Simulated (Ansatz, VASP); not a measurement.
Nb in VASP and in Ansatz

Contents of INCAR:

```
ALGO = Normal ; EDIFF = 1E-7
ENCUT = 520 ; GGA = PS
ISIF = 2 ; ISMEAR = 0
LASPH = True ; LCHARG = False
LREAL = False ; LWAVE = False
NBANDS = 12 ; NELM = 100
PREC = Accurate ; SIGMA = 0.1
```

KPOINTS

```
k-points
0
Gamma
  18 18 18
```

Contents of POSCAR:

```
Nb
1.0
   -1.6639500000      1.6639500000      1.6639500000
    1.6639500000     -1.6639500000      1.6639500000
    1.6639500000      1.6639500000     -1.6639500000
Nb
1
Direct
    0.0000000000      0.0000000000      0.0000000000
```

Input for Ansatz:

```yaml
crystal:
  lattice:
    - [-1.66395, 1.66395, 1.66395]
    - [1.66395, -1.66395, 1.66395]
    - [1.66395, 1.66395, -1.66395]
  atoms:
    - { symbol: Nb, position: [0.0, 0.0, 0.0] }
basis:
  ecutwfc: 420
kpoints:
  mp_grid: { grid: [18, 18, 18] }
hamiltonian:
  xc: pbesol
scf:
  occupations: { method: gaussian, width: 0.1 }
output:
  forces: true
  stress: true
  eigenvalues: true
  populations: true
```

Alike in both runs: task single point; functional PBEsol; k mesh 18 × 18 × 18; occupations gaussian, width 0.1 eV; no spin polarisation.

|  | VASP | Ansatz |
| --- | --- | --- |
| version | VASP 6.6.1 | Ansatz 0.2.0 |
| potentials or method | VASP PAW PBE potentials, release 64 (Nb_sv) | scalar-relativistic, plane waves, PAW |
| plane-wave cutoff (eV) | 520 | 420 |
| valence electrons in the cell | 13 | 13 |

```tsv
	VASP	Ansatz	Ansatz less VASP
gap on the k mesh at the Fermi level (eV)	none	none	-
pressure (GPa)	-8.6	-8.3	+0.28
```

A gap of «none» marks a metal or a gap that the smearing closes.

Caveats: the PAW data sets were made with another functional, which shifts forces and pressure a little (VASP).
